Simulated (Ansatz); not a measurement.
# CdSe (F-43m) in Ansatz: relaxation of cell and atoms with RPBE

Aim: the relaxation of cell and atoms of CdSe with RPBE.

Program: Ansatz 0.2.0. These are calculated values, not measurements. Logs are shortened: lines on timing, memory, paths and dates and some standing lists are left out, and cuts for length are marked.

## 1. Starting point

The structure is cubic, space group F-43m (No. 216). Conventional cell: a = 6.141 Å, b = 6.141 Å, c = 6.141 Å, α = 90.00°, β = 90.00°, γ = 90.00°. Cd (site symmetry -43m) has 4 Se at 2.66 Å as nearest neighbours. Se (site symmetry -43m) is surrounded by 4 Cd at 2.66 Å.

Measurements of this composition are mostly on another form, of space group No. 186.

## 2. Relaxation of cell and atoms, RPBE

Contents of input.yaml:

```yaml
crystal:
  lattice:
    - [0.0, 3.0702711986, 3.0702711986]
    - [3.0702711986, 0.0, 3.0702711986]
    - [3.0702711986, 3.0702711986, 0.0]
  atoms:
    - { symbol: Cd, position: [0.0, 0.0, 0.0] }
    - { symbol: Se, position: [0.25, 0.25, 0.25] }
kpoints:
  mp_grid: { grid: [8, 8, 8] }
scf:
  occupations: { method: fermi_dirac, width: 0.05 }
hamiltonian:
  xc: rpbe
  pseudopotentials: { kind: all_electron, lapw: { basis_error: 0.001 } }
output:
  forces: true
  stress: true
relax:
  f_tol: 0.005
  max_steps: 60
  cell: {}
```

Potentials or basis: all-electron LAPW, scalar-relativistic.

The run is started by

```sh
> ansatz run input.yaml --threads 1 --pin off --max-ram 3072MiB --backend cpu --events-out ev --progress --plain --runs-dir out
```

What it wrote:

```text
Warning: RAYON_NUM_THREADS=1 ignored (pool sized by the plan → 1); use --threads N
The last accepted step is kept in <dir> (removed where the run ends without a failure and the disk answers)
LAPW: plane waves up to 8.689 Å⁻¹, error target 1.0e-3 eV per atom; small_component_spin mean_spin; Se in spheres of 1.241 Å, 24 of its electrons in bands, Dirac shells []; Cd in spheres of 1.338 Å, 20 of its electrons in bands, Dirac shells [] (how accurate: hamiltonian.pseudopotentials.lapw.basis_error, Limitations)
Engine: ansatz 0.2.0, x86_64-unknown-linux-gnu
Pseudopotentials: kind: all_electron
Pseudopotential: Cd, LAPW, valence charge 20, lapw/all_electron/scalar/gaussian/Cd, Koelling and Harmon's equation, gaussian nucleus
Pseudopotential: Se, LAPW, valence charge 24, lapw/all_electron/scalar/gaussian/Se, Koelling and Harmon's equation, gaussian nucleus
Functional definition: RPBE
  parameter kappa = 0.804
  parameter beta = 0.06672455060314922
  exchange = rpbe_x(kappa = kappa, mu = beta*pi^2/3)
  correlation = pbe_c(beta = beta)
Crystal: 2 atoms, lattice volume = 57.884 Å³
Basis set: ecut = 287.6617693311953 eV, 645 PW (Γ), exchange–correlation at level 2
Bands: 27, of which v1, the nominal top of the filled ones, is band 22 counted from 1 (21 counted from 0)
Symmetry: 24 space group operations
Space group: F-43m (ITA 216), of the structure as read, at distance tolerance 3.9e-5 Å
k-points: 29 of 512 (time reversal used)
Non-local potential: Cd, projectors of the file, none
Non-local potential: Se, projectors of the file, none
Initial density: superposition of atomic densities (chi_scale 0.1, normalization cell, long waves kept (reshape's long-wave potential 0.00 eV rms))
Initial wavefunctions: plane waves of lowest kinetic energy (no species holds an atomic orbital)
Functional: x = rpbe, c = pbe(β = 0.06672455060314922)
iter 1 solved again at ethr=2.59e-3 eV; its pass at ethr=1.00e-1 eV (dr2=1.14e0 eV) is discarded
SCF iter   1: F=—  HF=-218377.085398 eV  |F-HF|=—  |Δ(HF+E_count)|=         —  Δρ=2.98e-2  dr2=1.14e0  ethr=2.59e-3  ⟨swp⟩=2.0  Hψ=4901  notcnv=0
preconditioner: auto → none  [insulator: Δε(μ)=1.200 eV  Ē_g=12.450 eV  σ=0.050 eV  W_gap=1.00  n_scr=14 (ndim 8)  ℏωp=20.7 eV  f_vac=0.229  D(μ)=0.00/eV (n_scr^D=0)  ε∞_Penn≈3.8]
iter 2 solved again at ethr=5.40e-5 eV; its pass at ethr=2.59e-3 eV (dr2=2.37e-2 eV) is discarded
SCF iter   2: F=—  HF=-218376.730135 eV  |F-HF|=—  |Δ(HF+E_count)|=   3.55e-1  Δρ=7.66e-3  dr2=2.38e-2  ethr=5.40e-5  ⟨swp⟩=2.0  Hψ=4063  notcnv=0
SCF iter   3: F=—  HF=-218376.698683 eV  |F-HF|=—  |Δ(HF+E_count)|=   3.15e-2  Δρ=4.53e-3  dr2=1.29e-2  ethr=5.40e-5  ⟨swp⟩=3.0  Hψ=2466  notcnv=0
SCF iter   4: F=—  HF=-218376.701112 eV  |F-HF|=—  |Δ(HF+E_count)|=   2.43e-3  Δρ=1.54e-3  dr2=1.39e-3  ethr=2.93e-5  ⟨swp⟩=2.0  Hψ=2322  notcnv=0
SCF iter   5: F=—  HF=-218376.701831 eV  |F-HF|=—  |Δ(HF+E_count)|=   7.20e-4  Δρ=2.29e-4  dr2=2.47e-5  ethr=3.16e-6  ⟨swp⟩=3.0  Hψ=2327  notcnv=0
SCF iter   6: F=—  HF=-218376.701881 eV  |F-HF|=—  |Δ(HF+E_count)|=   4.96e-5  Δρ=6.74e-5  dr2=3.11e-6  ethr=5.61e-8  ⟨swp⟩=3.0  Hψ=2336  notcnv=0
SCF iter   7: F=—  HF=-218376.701894 eV  |F-HF|=—  |Δ(HF+E_count)|=   1.35e-5  Δρ=1.30e-5  dr2=1.14e-7  ethr=7.07e-9  ⟨swp⟩=3.0  Hψ=2470  notcnv=0
SCF iter   8: F=-218376.701895 eV  HF=-218376.701895 eV  |F-HF|=1.33e-8  |Δ(HF+E_count)|=   7.56e-7  Δρ=1.81e-6  dr2=2.49e-9  ethr=2.60e-10  ⟨swp⟩=3.0  Hψ=2476  notcnv=0
SCF 1 converged in 8 iterations: F = -218376.701895 eV  dr2 = 2.49e-9
relax step   1: F+E_penalty+E_count = -218376.70189519 eV  Δ(F+E_penalty+E_count) = +0.000e0 eV  max|allowed force component| = 9.252e-17 eV/Å  Δτ_max = 0.0000 Å  P = +3.212 GPa  Ω = 57.884 Å³  (8 SCF iters, accepted)
Crystal: 2 atoms, lattice volume = 62.997 Å³
Basis set: ecut = 271.8778802069728 eV, 645 PW (Γ), exchange–correlation at level 2
Initial density: handed on by an earlier stage of this run
Initial wavefunctions: those handed on with the density
iter 1 solved again at ethr=4.61e-6 eV; its pass at ethr=1.00e-1 eV (dr2=2.03e-3 eV) is discarded
SCF iter   1: F=—  HF=-218376.739908 eV  |F-HF|=—  |Δ(HF+E_count)|=         —  Δρ=1.15e-3  dr2=2.06e-3  ethr=4.61e-6  ⟨swp⟩=3.6  Hψ=4184  notcnv=0
preconditioner: auto → none  [insulator: Δε(μ)=0.585 eV  Ē_g=12.515 eV  σ=0.050 eV  W_gap=0.99  n_scr=14 (ndim 8)  ℏωp=19.8 eV  f_vac=0.291  D(μ)=0.00/eV (n_scr^D=0)  ε∞_Penn≈3.5]
iter 2 solved again at ethr=3.15e-7 eV; its pass at ethr=4.61e-6 eV (dr2=1.39e-4 eV) is discarded
SCF iter   2: F=—  HF=-218376.739461 eV  |F-HF|=—  |Δ(HF+E_count)|=   4.47e-4  Δρ=3.53e-4  dr2=1.39e-4  ethr=3.15e-7  ⟨swp⟩=2.0  Hψ=3831  notcnv=0
SCF iter   3: F=—  HF=-218376.739458 eV  |F-HF|=—  |Δ(HF+E_count)|=   3.37e-6  Δρ=1.97e-4  dr2=4.93e-5  ethr=3.15e-7  ⟨swp⟩=3.0  Hψ=2286  notcnv=0
SCF iter   4: F=—  HF=-218376.739487 eV  |F-HF|=—  |Δ(HF+E_count)|=   2.94e-5  Δρ=8.59e-5  dr2=8.84e-6  ethr=1.12e-7  ⟨swp⟩=3.0  Hψ=2292  notcnv=0
SCF iter   5: F=—  HF=-218376.739495 eV  |F-HF|=—  |Δ(HF+E_count)|=   7.49e-6  Δρ=2.46e-5  dr2=6.68e-7  ethr=2.01e-8  ⟨swp⟩=3.0  Hψ=2311  notcnv=0
SCF iter   6: F=-218376.739497 eV  HF=-218376.739497 eV  |F-HF|=7.67e-8  |Δ(HF+E_count)|=   1.59e-6  Δρ=4.73e-6  dr2=2.02e-8  ethr=1.52e-9  ⟨swp⟩=3.0  Hψ=2400  notcnv=0
SCF 2 converged in 6 iterations: F = -218376.739497 eV  dr2 = 2.02e-8
relax step   2: F+E_penalty+E_count = -218376.73949665 eV  Δ(F+E_penalty+E_count) = -3.760e-2 eV  max|allowed force component| = 8.327e-17 eV/Å  Δτ_max = 0.0000 Å  P = -0.562 GPa  Ω = 62.997 Å³  (6 SCF iters, accepted)
Crystal: 2 atoms, lattice volume = 62.180 Å³
Basis set: ecut = 274.2556836860831 eV, 645 PW (Γ), exchange–correlation at level 2
iter 1 solved again at ethr=1.02e-7 eV; its pass at ethr=1.00e-1 eV (dr2=4.51e-5 eV) is discarded
SCF iter   1: F=—  HF=-218376.741140 eV  |F-HF|=—  |Δ(HF+E_count)|=         —  Δρ=1.89e-4  dr2=5.43e-5  ethr=1.02e-7  ⟨swp⟩=4.5  Hψ=4194  notcnv=0
preconditioner: auto → none  [insulator: Δε(μ)=0.574 eV  Ē_g=12.582 eV  σ=0.050 eV  W_gap=0.99  n_scr=14 (ndim 8)  ℏωp=20.0 eV  f_vac=0.284  D(μ)=0.00/eV (n_scr^D=0)  ε∞_Penn≈3.5]
iter 2 solved again at ethr=7.34e-9 eV; its pass at ethr=1.02e-7 eV (dr2=3.23e-6 eV) is discarded
SCF iter   2: F=—  HF=-218376.741125 eV  |F-HF|=—  |Δ(HF+E_count)|=   1.51e-5  Δρ=5.46e-5  dr2=3.24e-6  ethr=7.34e-9  ⟨swp⟩=2.0  Hψ=3832  notcnv=0
SCF iter   3: F=—  HF=-218376.741124 eV  |F-HF|=—  |Δ(HF+E_count)|=   1.04e-6  Δρ=3.03e-5  dr2=1.13e-6  ethr=7.34e-9  ⟨swp⟩=3.0  Hψ=2271  notcnv=0
SCF iter   4: F=—  HF=-218376.741125 eV  |F-HF|=—  |Δ(HF+E_count)|=   4.20e-7  Δρ=1.25e-5  dr2=1.82e-7  ethr=2.57e-9  ⟨swp⟩=3.0  Hψ=2285  notcnv=0
SCF iter   5: F=-218376.741125 eV  HF=-218376.741125 eV  |F-HF|=1.97e-8  |Δ(HF+E_count)|=   9.81e-8  Δρ=3.47e-6  dr2=1.25e-8  ethr=4.14e-10  ⟨swp⟩=3.0  Hψ=2307  notcnv=0
SCF 3 converged in 5 iterations: F = -218376.741125 eV  dr2 = 1.25e-8
relax step   3: F+E_penalty+E_count = -218376.74112476 eV  Δ(F+E_penalty+E_count) = -1.628e-3 eV  max|allowed force component| = 6.245e-17 eV/Å  Δτ_max = 0.0000 Å  P = -0.070 GPa  Ω = 62.180 Å³  (5 SCF iters, accepted)
Crystal: 2 atoms, lattice volume = 62.065 Å³
Basis set: ecut = 274.59528170668 eV, 645 PW (Γ), exchange–correlation at level 2
iter 1 solved again at ethr=2.29e-9 eV; its pass at ethr=1.00e-1 eV (dr2=1.01e-6 eV) is discarded
SCF iter   1: F=—  HF=-218376.741150 eV  |F-HF|=—  |Δ(HF+E_count)|=         —  Δρ=2.91e-5  dr2=1.25e-6  ethr=2.29e-9  ⟨swp⟩=4.5  Hψ=4221  notcnv=0
preconditioner: auto → none  [insulator: Δε(μ)=0.582 eV  Ē_g=12.587 eV  σ=0.050 eV  W_gap=0.99  n_scr=14 (ndim 8)  ℏωp=20.0 eV  f_vac=0.283  D(μ)=0.00/eV (n_scr^D=0)  ε∞_Penn≈3.5]
iter 2 solved again at ethr=2.28e-10 eV; its pass at ethr=2.29e-9 eV (dr2=1.00e-7 eV) is discarded
SCF iter   2: F=—  HF=-218376.741149 eV  |F-HF|=—  |Δ(HF+E_count)|=   1.97e-7  Δρ=9.53e-6  dr2=1.00e-7  ethr=2.28e-10  ⟨swp⟩=2.0  Hψ=3836  notcnv=0
SCF iter   3: F=-218376.741150 eV  HF=-218376.741149 eV  |F-HF|=1.98e-8  |Δ(HF+E_count)|=   2.31e-8  Δρ=5.30e-6  dr2=3.39e-8  ethr=2.28e-10  ⟨swp⟩=3.0  Hψ=2297  notcnv=0
SCF 4 converged in 3 iterations: F = -218376.741150 eV  dr2 = 3.39e-8
relax step   4: F+E_penalty+E_count = -218376.74114951 eV  Δ(F+E_penalty+E_count) = -2.475e-5 eV  max|allowed force component| = 7.401e-17 eV/Å  Δτ_max = 0.0000 Å  P = +0.002 GPa  Ω = 62.065 Å³  (3 SCF iters, accepted)
iter 1 solved again at ethr=7.71e-11 eV; its pass at ethr=1.00e-1 eV (dr2=3.39e-8 eV) is discarded
SCF iter   1: F=—  HF=-218376.741149 eV  |F-HF|=—  |Δ(HF+E_count)|=         —  Δρ=5.31e-6  dr2=3.39e-8  ethr=7.71e-11  ⟨swp⟩=3.9  Hψ=3693  notcnv=0
preconditioner: auto → none  [insulator: Δε(μ)=0.583 eV  Ē_g=12.587 eV  σ=0.050 eV  W_gap=0.99  n_scr=14 (ndim 8)  ℏωp=20.0 eV  f_vac=0.283  D(μ)=0.00/eV (n_scr^D=0)  ε∞_Penn≈3.5]
SCF iter   2: F=-218376.741149 eV  HF=-218376.741149 eV  |F-HF|=1.11e-8  |Δ(HF+E_count)|=   3.10e-8  Δρ=2.71e-6  dr2=7.52e-9  ethr=7.71e-11  ⟨swp⟩=3.0  Hψ=2293  notcnv=0
SCF 5 converged in 2 iterations: F = -218376.741149 eV  dr2 = 7.52e-9
relax step   5: F+E_penalty+E_count = -218376.74114882 eV  Δ(F+E_penalty+E_count) = +6.938e-7 eV  max|allowed force component| = 7.633e-17 eV/Å  Δτ_max = 0.0000 Å  P = +0.002 GPa  Ω = 62.065 Å³  stress off target by 1.83e-3 GPa  SCF on the basis re-selected at this cell (its energy is not comparable with the rows above)  (2 SCF iters)
basis re-selected at this cell: Δ(F+E_penalty+E_count) = +6.938e-7 eV, ΔP = -0.000 GPa vs the last step (what re-selecting the basis moved, after the strain that the cell walked since its last selection, with what the two solves' SCF thresholds leave and, on support functions, any second-order correction that the steps lacked; it is no measure of the basis error at this ecutwfc). This SCF's stress stands 1.83e-3 GPa from its target on what of the cell is left free (relax.cell.stress_tol is 5.00e-2 GPa) and its largest allowed force component is 7.63e-17 eV/Å (relax.f_tol is 5.00e-3 eV/Å): within both
SCF converged after 2 iterations
Free energy (F): -218376.741149 eV
Harris-Foulkes:  -218376.741149 eV  (|F-HF|=1.11e-8)
Internal energy: -218376.741128 eV  (E = F + TS)
E sigma→0 (E₀):  -218376.741139 eV
Entropy (-TS):   -0.000020 eV (-0.010 meV/atom)
Fermi energy:    7.228290 eV
--- Per-component energies (eV) ---
  E_band       = -2139.412013
  E_kinetic    = 227185.915112
  E_xc         = -6620.067398
  E_electrostatic = -438942.588842  (all electrons and nuclei)
  E_smearing   = -0.000020  (= −TS)
  E_closure    = 0.000000  (closes the sum)
  E_atoms      = -218371.859305  (free atoms, spherical and without spin; not in F)
  Σ components = -218376.741149   (vs F -218376.741149, Δ=0.00e0)
  Basis errors (estimates in eV, not in F): energy 4.1e-4 per atom: plane waves 3.8e-4 (2.2e-4 summed), levels above the bands 2.1e-68, relativity 7.2e-8, radial functions 3.2e-5, core shells 7.4e-7; eigenvalues (radial functions only) 5.9e-7; not estimated: angular momenta, meshes, grids; target (lapw.basis_error) 1.0e-3; muffin-tin radii Se 1.270 Å, Cd 1.370 Å
--- Forces (eV/Å), atoms counted from 1 ---
  atom   1  Cd    -0.00000000     0.00000000     0.00000000
  atom   2  Se     0.00000000    -0.00000000    -0.00000000
  max |Σ_I F_I| component: 1.39e-17 eV/Å
--- Stress (GPa, compression-positive) ---
        0.001828      -0.000000      -0.000000
       -0.000000       0.001828       0.000000
       -0.000000       0.000000       0.001828
  P = ⅓ Tr σ = 0.0018 GPa (0.018 kbar)
--- Relaxed structure (4 steps of the walk, 4 accepted, 1 SCFs on fresh bases) ---
  F+E_penalty+E_count = -218376.74114882 eV   max|allowed force component| = 7.633e-17 eV/Å   (the final SCF, on the basis selected at the relaxed cell)
  cell:  # Å, volume = 62.0646 Å³
    - [1.0254436216202373e-33, 3.142470988901882, 3.142470988901882]
    - [3.142470988901882, 4.139989776727667e-34, 3.142470988901882]
    - [3.142470988901882, 3.142470988901882, -4.84060343125081e-34]
  atoms:
    - { symbol: Cd, position: [3.7996380932212415e-34, -6.282634611577341e-34, -5.844843120182976e-34] }
    - { symbol: Se, position: [0.25, 0.25, 0.25] }
```

Wall time 24 s (1 thread of Intel Xeon 6975P-C (Granite Rapids), shared host); peak memory 0.35 GiB.

What came out:

```yaml
Free_energy: -218376.7411 eV
Relaxed_volume: 31.03 Å³/atom
Relaxed_cell: a = 4.444 Å, b = 4.444 Å, c = 4.444 Å, α = 60.00°, β = 60.00°, γ = 60.00°
Space_group_after_relaxing_to_0.05_Å: F-43m (No. 216)
Energy_gained_by_relaxing: 19.6 meV/atom
Ionic_steps: 5
Pressure_after_relaxing: 0.0 GPa
Band_gap_on_the_k_mesh: 0.58 eV
```

Step by step:
```csv
step,energy change (eV),largest force (eV/Å),volume (Å³)
1,0.0000,0.0000,57.88
2,-0.0376,0.0000,63.00
3,-0.0392,0.0000,62.18
4,-0.0393,0.0000,62.06
5,-0.0393,0.0000,62.06
```

Final structure:
```
CELL_PARAMETERS angstrom
0.00000 3.14247 3.14247
3.14247 0.00000 3.14247
3.14247 3.14247 0.00000
ATOMIC_POSITIONS crystal
Cd 0.00000 0.00000 0.00000
Se 0.25000 0.25000 0.25000
```
